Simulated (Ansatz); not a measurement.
Cs2SnI6: ¹¹⁹Sn Mössbauer parameters

Cell: a structure deposited in the COD (the entry's cell lengths or inner coordinates differ somewhat from later room-temperature determinations), atoms as given.

Space group Fm-3m (No. 225); a = 11.6300 Å.

| site | Wyckoff | site symmetry | x | y | z |
| --- | --- | --- | --- | --- | --- |
| Cs | 8c | -43m | 0.2500 | 0.2500 | 0.2500 |
| Sn | 4a | m-3m | 0.0000 | 0.0000 | 0.0000 |
| I | 24e | 4m.m | 0.2450 | 0.5000 | 0.5000 |

One atom of each set is listed; the run and its k-mesh use a cell of 9 atoms with edges of 8.22, 8.22, 8.22 Å.

All values are calculated (Ansatz; DFT, PBE, plane waves and PAW, scalar-relativistic, 420 eV cutoff, Γ-centred 5×5×5 k-points, Fermi–Dirac smearing 0.02 eV), not measured.

Isomer shifts (against SnO₂) follow from the electron density at the nucleus, δ = α(ρ − ρ₀), with α = 0.099 mm s⁻¹ a₀³ and ρ₀ = 183191.44 a₀⁻³ from a line fitted to 8 measured compounds at this level of theory (rms miss 0.12 mm/s). ΔE_Q = ½eQV_zz(1 + η²/3)^½ with Q = -0.132 b for the 23.9 keV state.

Problem. Where do the absorption lines lie?

Solution. Sn (1 atom a cell): δ = 1.37, |ΔE_Q| = 0.00 mm/s, a single line at 1.37 mm/s.

The largest force is 0.3 eV/Å, so the atoms aren't at the calculated equilibrium and relaxing them would move these values.

The run took 4.4 s of wall time (15 s of CPU time) and 1.3 GiB at its peak, on 4 threads of Intel Xeon 6975P-C (Granite Rapids) (x86_64; 16 cores open to the job, memory cap 10.0 GiB, no GPU), a shared host with a load of 0.1 a core.
